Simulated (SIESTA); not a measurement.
**GaP under changes of volume**

One of the cells (20.645 Å³/atom); the others are scaled copies at fixed shape and fractional positions:

```
Ga P
1.0
     0.00000    2.74330    2.74330
     2.74330    0.00000    2.74330
     2.74330    2.74330    0.00000
Ga P
1 1
Direct
  0.00000 0.00000 0.00000
  0.75000 0.75000 0.75000
```

- Program: SIESTA 5.4.2
- Functional: PBEsol
- Potentials or basis: PseudoDojo 0.4 standard (PBEsol files)
- Basis: DZP (energy shift 0.003 Ry; two zetas on semicore shells)
- Grid cutoff: 800 Ry
- Energy shift: 0.003 Ry
- k mesh: 8 × 8 × 8
- Occupations: fermi-dirac, width 0.05 eV
- Spin: no spin polarisation

| volume (Å³/atom) | energy over the lowest point (meV/atom) | pressure (GPa) | gap on the mesh (eV) |
| --- | --- | --- | --- |
| 19.026 | 20.83 | 6.1 | 1.39 |
| 19.431 | ? | ? | ? |
| 19.836 | 0.86 | 1.9 | 1.48 |
| 20.645 | 0.00 | -1.5 | 1.55 |
| 21.050 | 5.91 | -2.9 | 1.50 |
| 21.455 | 14.93 | -4.2 | 1.42 |

Task: What does the run at 19.431 Å³/atom give?

Result: Energy over the lowest point 8.11 meV/atom; pressure 3.9 GPa; gap on the mesh 1.43 eV.

Worked out: A Birch-Murnaghan fit of order 3 (a polynomial in V^(-2/3)) to the other rows has its minimum at 20.27 Å³/atom with B0 = V·E''(V) = 85 GPa and B' = 4.3. It gives 8.15 meV/atom at 19.431 Å³/atom, against the run's 8.11, and -dE/dV = 3.9 GPa, against 3.9. A parabola through the other rows of the gap, of slope 3.11 eV per unit of ln V there, gives 1.46 eV, against the run's 1.43.

Energies are extrapolated to zero smearing.

Caveats: the basis of atomic orbitals isn't converged, which shifts pressures, moduli and gaps.

A mesh can miss the band edges. Spin-orbit coupling on Ga is left out.
